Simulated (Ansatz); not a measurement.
Relaxed ZnTe (zinc blende):

```
ZnTe
1.0
    0.00000     3.05670     3.05670
    3.05670     0.00000     3.05670
    3.05670     3.05670     0.00000
Te Zn
1 1
Cartesian
  4.58506   4.58506   4.58506
  0.00000   0.00000   0.00000
```

All values below come from r2SCAN (plane waves to 500 eV, PAW, scalar-relativistic; Ansatz, an electronic-structure program). k mesh 8×8×8 (Γ-centred), Fermi-Dirac smearing 0.05 eV. Spin-orbit coupling is left out, though Te is heavy. ZnTe was relaxed with its symmetry unable to fall.

One atom of the cell was then moved (with its periodic images), all else fixed, and the forces (eV/Å) came out as:

```json
[
 {"atom": "Te1", "Fx": "-0.761", "Fy": "0.000", "Fz": "0.000"},
 {"atom": "Zn2", "Fx": "0.761", "Fy": "0.000", "Fz": "0.000"}
]
```

With two atoms only their relative shift counts; take Zn2 as fixed.

### Question
Which atom was moved, and by which vector (Å)?

### Answer
Te1, by (0.16, 0.00, 0.00), 0.16 Å in all.

(A displaced cell: forces are minus the slopes of the energy, force constants its curvatures, and phonons follow from these.)
